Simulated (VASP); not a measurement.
# PbS: molecular dynamics at constant energy

PbS, R3m (no. 160), 12 atoms in the cell. PBE, molecular dynamics; PAW potentials Pb, S (PBE set).

Ensemble: NVE; Starting temperature (K): 600.

## Input

INCAR:
```
SYSTEM = PbS
ALGO     = Normal         ! electronic algorithm
ANDERSEN_PROB= 0.0          
EDIFF    = 1E-6           ! SCF threshold, eV
ENCUT    = 260            ! plane-wave cutoff, eV
GGA      = PE             ! functional
IBRION   = 0              ! ionic algorithm
ISIF     = 2              ! what is computed and relaxed
ISMEAR   = 0              ! smearing method
ISYM     = 0            
KPAR     = 2            
LASPH    = .True.         ! aspherical terms in the spheres
LCHARG   = .False.        ! write CHGCAR
LREAL    = Auto         
LWAVE    = .False.        ! write WAVECAR
MDALGO   = 1            
NELM     = 60             ! most SCF steps
NELMIN   = 4            
NSW      = 60             ! ionic steps
POTIM    = 2.0            ! step
PREC     = Normal         ! precision mode
RANDOM_SEED= 194 0 0      
SIGMA    = 0.05           ! smearing width, eV
TEBEG    = 600           
```

KPOINTS:
```
k-points
0
Gamma
  3 2 1
```

POSCAR:
```
PbS
1.0
    4.2253234116      0.0000000000      0.0000000000
    0.0000000000      7.3184748272      0.0000000000
    0.0000000000      0.0000000000     10.3557487554
Pb S
6 6
Direct
    0.5000000000      0.1666666666      0.3138991133
    0.0000000001      0.6666666666      0.3138991133
    0.0000000000      0.3333333334      0.6472324467
    0.5000000000      0.8333333333      0.6472324467
    0.0000000000      0.0000000000      0.9805657800
    0.5000000000      0.5000000000      0.9805657800
    0.0000000000      0.3333333334      0.1417022167
    0.5000000000      0.8333333333      0.1417022167
    0.0000000000      0.0000000000      0.4750355500
    0.5000000000      0.5000000000      0.4750355500
    0.5000000000      0.1666666666      0.8083688833
    0.0000000001      0.6666666666      0.8083688833
```

Commands:
```
cat potpaw_PBE.64/Pb/POTCAR potpaw_PBE.64/S/POTCAR > POTCAR
mpirun -np 2 vasp_std > vasp.out
```

## Result

- Rise of the mean potential energy above the start (meV/atom): 31.2
- Mean temperature (K): 336
- Electronic steps per ionic step after the first: 4.1

Course of the run:

| Time (fs) | Temperature (K) | Potential energy less the first (meV/atom) |
|---|---|---|
| 2 | 600 | 0.0 |
| 12 | 559 | 4.9 |
| 20 | 476 | 14.7 |
| 30 | 344 | 30.3 |
| 38 | 254 | 41.0 |
| 48 | 210 | 46.3 |
| 56 | 235 | 43.3 |
| 66 | 306 | 34.9 |
| 74 | 355 | 29.0 |
| 84 | 372 | 27.0 |
| 92 | 347 | 30.0 |
| 102 | 281 | 37.8 |
| 110 | 225 | 44.4 |
| 120 | 181 | 49.7 |

The mean temperature lies below the starting 600 K, since the atoms start on their sites and part of their kinetic energy turns into potential energy.

REPORT:
```
MDALGO =   1
         ANDERSEN_PROB =  0.00000000
               SCALING =       0
                 CNEXP =     9.000   14.000
           RANDOM_SEED =               194                0                0

   original number of atomic DOF:         33
   number of independent constraints:      0
   number of active DOF:                  33

========================================
         MD step No.       1
========================================

  Atomic velocities initialized by STEP_tb

  >Energies
                    E_tot             E_pot             E_kin               EPS                ES
   e_b>   -0.52261065E+02   -0.53114083E+02    0.85301770E+00    0.00000000E+00    0.00000000E+00

  >Temperature
               T_sim     T_inst
   tmprt>    600.000    599.927

  >Thermostat, num. of collisions:                0

           RANDOM_SEED =               194              144                0

[... steps left out ...]

========================================
         MD step No.      60
========================================

  >Energies
                    E_tot             E_pot             E_kin               EPS                ES
   e_b>   -0.52260824E+02   -0.52518217E+02    0.25739243E+00    0.00000000E+00    0.00000000E+00

  >Temperature
               T_sim     T_inst
   tmprt>    600.000    181.024

  >Thermostat, num. of collisions:                0

           RANDOM_SEED =               194             4392                0
```

OSZICAR:
```
N       E                     dE             d eps       ncg     rms          rms(c)
DAV:   1     0.231439774399E+03    0.23144E+03   -0.15203E+04   296   0.753E+02
DAV:   2    -0.262383030281E+02   -0.25768E+03   -0.25039E+03   379   0.166E+02
DAV:   3    -0.551128712380E+02   -0.28875E+02   -0.28608E+02   363   0.594E+01
DAV:   4    -0.560068206630E+02   -0.89395E+00   -0.89017E+00   363   0.116E+01
DAV:   5    -0.560357890043E+02   -0.28968E-01   -0.28952E-01   403   0.201E+00    0.222E+01
DAV:   6    -0.530539874376E+02    0.29818E+01   -0.10202E+01   358   0.932E+00    0.138E+01
DAV:   7    -0.531362844505E+02   -0.82297E-01   -0.25226E+00   369   0.451E+00    0.776E+00
DAV:   8    -0.531139461691E+02    0.22338E-01   -0.17575E-01   363   0.145E+00    0.273E+00
DAV:   9    -0.531137832620E+02    0.16291E-03   -0.15573E-02   374   0.428E-01    0.103E+00
DAV:  10    -0.531138864640E+02   -0.10320E-03   -0.17943E-03   448   0.144E-01    0.394E-01
DAV:  11    -0.531140641205E+02   -0.17766E-03   -0.99967E-04   406   0.111E-01    0.117E-01
DAV:  12    -0.531140728195E+02   -0.86990E-05   -0.49347E-05   384   0.285E-02    0.267E-02
[... left out ...]
     58 T=   194. E= -.52260858E+02 F= -.52536264E+02 E0= -.52536264E+02  EK= 0.27541E+00 SP= 0.00E+00 SK= 0.00E+00
     59 T=   186. E= -.52260837E+02 F= -.52525919E+02 E0= -.52525919E+02  EK= 0.26508E+00 SP= 0.00E+00 SK= 0.00E+00
[... last step whole ...]
       N       E                     dE             d eps       ncg     rms          rms(c)
DAV:   1    -0.525182125426E+02    0.77061E-02   -0.31096E-03   357   0.849E-01    0.136E-02
DAV:   2    -0.525182166799E+02   -0.41373E-05   -0.53670E-05   316   0.320E-02    0.682E-03
DAV:   3    -0.525182166892E+02   -0.93023E-08   -0.15389E-06   251   0.630E-03    0.457E-03
DAV:   4    -0.525182166165E+02    0.72695E-07   -0.38399E-07   188   0.320E-03
     60 T=   181. E= -.52260824E+02 F= -.52518217E+02 E0= -.52518217E+02  EK= 0.25739E+00 SP= 0.00E+00 SK= 0.00E+00
```

Limits: 120 fs of 12 atoms are too short for converged averages; the cell is only 4.2 Å across, so each atom moves in step with near copies of itself.

VASP 6.6.1 took 226 s on 2 cores (Intel Xeon Platinum 8375C @ 2.90GHz (Ice Lake)), a shared host.
